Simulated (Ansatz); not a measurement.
Stress against strain in ZrB$_{2}$

```xyz
3
Lattice="3.1650 0.0000 0.0000 -1.5825 2.7410 0.0000 0.0000 0.0000 3.5200" Properties=species:S:1:pos:R:3 pbc="T T T"
Zr    0.0000    0.0000    0.0000
B     0.0000    1.8273    1.7600
B     1.5825    0.9137    1.7600
```

Atom numbers follow the list: Zr1, B2, B3.

The cell is COD entry 1510856, as deposited and not checked against the literature; nothing was relaxed.

These are results of Ansatz 0.2.0, DFT, PBE, all-electron LAPW, scalar-relativistic, not measurements.

Settings: a Γ-centred 12×12×9 k mesh, Fermi–Dirac smearing of 0.05 eV, basis error target 1 meV/atom, no spin polarisation.

The strain is applied along the Cartesian axes of the cell as listed (the other components stay zero). Fractional coordinates are held (clamped ions).

σ is the change of stress from the unstrained cell, which is at 2.43 GPa; tension is positive, so slopes are stress–strain coefficients at that pressure. In a metal the k mesh adds noise.

Only quantities that a quadratic follows smoothly over the whole series are listed; rougher ones are left out.

```tsv
εzz	σzz (GPa)	σxx (GPa)
-0.0300	-14.71	-4.27
-0.0100	-4.70	-1.29
0.0000	0.00	0.00
0.0100	4.46	1.19
0.0200	8.68	2.30
0.0300	12.65	3.34
```

Q: Fit the series and read off the stiffness at zero strain.

A: Least-squares fits y = p0 + p1 x + p2 x² to the rows give σzz (GPa): p1 = 456, p2 = -1100; σxx (GPa): p1 = 126, p2 = -520. So C33 = 456 GPa and C13 = 126 GPa, for these axes.

Q: One run, at εzz = -0.0200, is withheld. Predict its row.

A: The fits give -9.58, -2.74; the run gave -9.63, -2.70.
